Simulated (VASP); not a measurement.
Runs of VASP 6.6.1 on W. It takes space group Im-3m (No. 229, cubic). The conventional cell has a = 3.165 Å, b = 3.165 Å, c = 3.165 Å, α = 90.00°, β = 90.00°, γ = 90.00°. W (site symmetry m-3m) is surrounded by 8 W at 2.74 Å. 

| level | U | monkhorst-Pack mesh | other keys | gap on the mesh (eV) | pressure (GPa) |
| --- | --- | --- | --- | --- | --- |
| LDA+U | W d U = 8 eV | - | - | none | 18.2 |
| LDA+U | W d U = 5 eV | - | - | none | 7.7 |
| LDA+U | W d U = 2 eV | - | - | none | -1.6 |
| LDA+U | W d U = 3 eV | - | - | none | (b) |
| LDA+U | W d U = 6 eV | - | - | none | 11.1 |
| LDA | - | - | - | none | -7.2 |
| LDA+U | W d U = 4 eV | - | - | none | (a) |
| LDA | - | yes | shifted = yes | - | -7.1 |

Alike in all rows: task single point; potentials or basis VASP PAW LDA potentials, release 64 (W_sv); no spin polarisation; cell as given; k mesh 12 × 12 × 12; cutoff (eV) 520; smearing fermi-dirac 0.05 eV.

Fill in the values left out.

(a) 4.4; (b) 1.3.

Caveats: U without spin polarisation on a metal has little footing (some runs); the U is typed as a test and isn't derived for this compound (some runs).

A k mesh can miss the band edges, and the runs leave out spin-orbit coupling on W.

A gap of «none» marks a metal or a gap under the smearing width.
